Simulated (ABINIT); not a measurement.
## WC (Qusongite): band structure with LDA

Crystal: WC (Qusongite).

```
W C
1.0
     2.90650    0.00000    0.00000
    -1.45325    2.51710    0.00000
     0.00000    0.00000    2.83660
W C
1 1
Direct
  0.00000 0.00000 0.00000
  0.66667 0.33333 0.50000
```

```yaml
Program: ABINIT 10.8.3 (patched build)
Task: band structure
Functional: LDA
Potentials_or_basis: PseudoDojo NC SR LDA v0.4.1 standard
Cutoff: 1116 eV
k_mesh: 10 × 10 × 9
Occupations: fermi-dirac, width 0.05 eV
Spin: no spin polarisation
```

The pressure is -10.5 GPa, the band gap on the k mesh is none (metal or under the smearing width) and the valence electrons inside the program's atomic spheres are W 10.19; C 4.07.

Stress tensor (GPa, compression positive):
```
 -9.65   0.00   0.00
  0.00  -9.65   0.00
  0.00   0.00 -12.23
```

Levels at the corners of the path, in eV from the Fermi level:
```tsv
point	band 7	band 8	band 9	band 10	band 11	band 12
Γ	-3.32	-3.32	0.11	3.20	3.20	5.60
M	-3.61	-3.55	-0.43	2.32	4.51	4.86
K	-4.50	-3.45	0.60	0.99	2.05	3.25
Γ	-3.32	-3.32	0.11	3.20	3.20	5.60
A	-2.01	-2.01	-0.59	-0.59	3.65	4.52
L	-4.31	-4.11	0.35	4.42	5.29	6.70
H	-5.35	-1.56	-0.62	4.39	6.44	7.57
A	-2.01	-2.01	-0.59	-0.59	3.65	4.52
```

It took 76 s on 1 thread of Arm Neoverse V1 (shared host), peak memory 0.11 GiB.

Caveat: spin-orbit coupling is left out, which moves the levels of the heavy elements.
